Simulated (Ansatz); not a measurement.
**Ge: an elastic constant from a strain scan**

Level of theory: DFT PBEsol, scalar-relativistic, plane waves, PAW (Ansatz 0.2.0). Settings: plane waves to 420 eV, k-mesh 24×24×24 (Γ-centred), Gaussian smearing 0.15 eV. No spin polarisation. Energies are free energies at this smearing, counted from the undisturbed cell; pressure is positive in compression.

The undisturbed cell (relaxed at this level; this form isn't the usual structure):

```yaml
crystal:
  lattice:
    - [-2.56376, 2.56211, 1.39680]
    - [2.56376, -2.56211, 1.39680]
    - [2.56376, 2.56211, -1.39680]
  atoms:
    - { symbol: Ge, position: [0.12465, 0.87465, 0.25000] }
    - { symbol: Ge, position: [0.87535, 0.12535, 0.75000] }
```

The cell is strained by ε times the Voigt pattern (0, 0, 0, 0, 1, 0) (xx, yy, zz, yz, xz, xy; engineering shear) with fractional coordinates fixed. The cell holds 2 atoms in V0 = 36.70 Å³. The stress column is τ = (1/V0) dE/dε, got from the stress tensor σ (compression positive) at each point as −det(1 + εP) σ : P(1 + εP)⁻¹, with P the pattern as a tensor.

```
      ε  ΔE (meV/atom)  τ (GPa)
-0.0350          3.359   -1.645
-0.0300          2.480   -1.424
-0.0200          1.111   -0.964
-0.0100          0.279   -0.487
 0.0000          0.000    0.000
 0.0100          0.279    0.487
 0.0200          1.111    0.964
 0.0300          2.480    1.424
 0.0350          3.359    1.645
 0.0400              ?        ?
```

Task: Which combination of elastic constants does this scan measure, and how large is it?

Result: For small ε, τ = τ0 + Kε with K = pᵀCp, which for this pattern is C55 in the Cartesian frame shown. The parabola through τ at ε = -0.0100, 0 and 0.0100 has slope K = 49 GPa at zero. The energies per cell, E = NΔE, of the same two points give K = 2[E(ε₊)/ε₊ − E(ε₋)/ε₋]/[(ε₊ − ε₋)V0] = 49 GPa, in agreement. These are clamped-ion values.

Task: Predict the withheld row at ε = 0.0400 from the harmonic law, and compare.

Result: ΔE = V0(τ0 ε + Kε²/2)/N = 4.463 meV/atom and τ = 1.95 GPa. The calculation gives 4.363 meV/atom and 1.86 GPa, a miss of 2.2 % of the harmonic energy, so the harmonic law still holds here.

Forces appear on the atoms along this scan, and letting them relax would lower the energy and soften the response. In a metal these slopes depend on the k mesh and the smearing.

Cost: 6 runs of about 5.1 core-minutes in all, on Intel Xeon 6975P-C (Granite Rapids) (shared hosts).